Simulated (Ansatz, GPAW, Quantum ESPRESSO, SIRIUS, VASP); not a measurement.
# SrO: programs and potentials compared

```xyz
2
Lattice="0.0000 2.5663 2.5663 2.5663 0.0000 2.5663 2.5663 2.5663 0.0000" Properties=species:S:1:pos:R:3 pbc="T T T"
Sr    2.5663    2.5663    2.5663
O     0.0000    0.0000    0.0000
```

Alike in all runs: task single point; functional PBEsol; k mesh 9 × 9 × 9; occupations fermi-dirac, width 0.05 eV; no spin polarisation; no spin-orbit coupling. Pressure is positive in compression and, in plane waves, holds the error of the finite cutoff.

| program and potentials | plane-wave cutoff (eV) | notes | pressure (GPa) |
| --- | --- | --- | --- |
| VASP, PBE PAW files O, Sr_sv, 520 eV | 520 | potentials made for PBE | 0.07 |
| SIRIUS, PseudoDojo 0.4.1 PBEsol standard (scalar relativistic) | 1152 | - | -0.75 |
| Ansatz, all-electron LAPW, scalar-relativistic | - | - | -0.55 |
| GPAW, PAW data sets generated for this functional | 800 | - | ? |
| Quantum ESPRESSO, GBRV 1.5 PBEsol | 612 | - | -0.52 |

Question: Estimate from the other rows what the run with GPAW, PAW data sets generated for this functional gave.

Answer: Pressure 0.02 GPa. The other rows, which needn't bracket it: pressure -0.75 to 0.07.
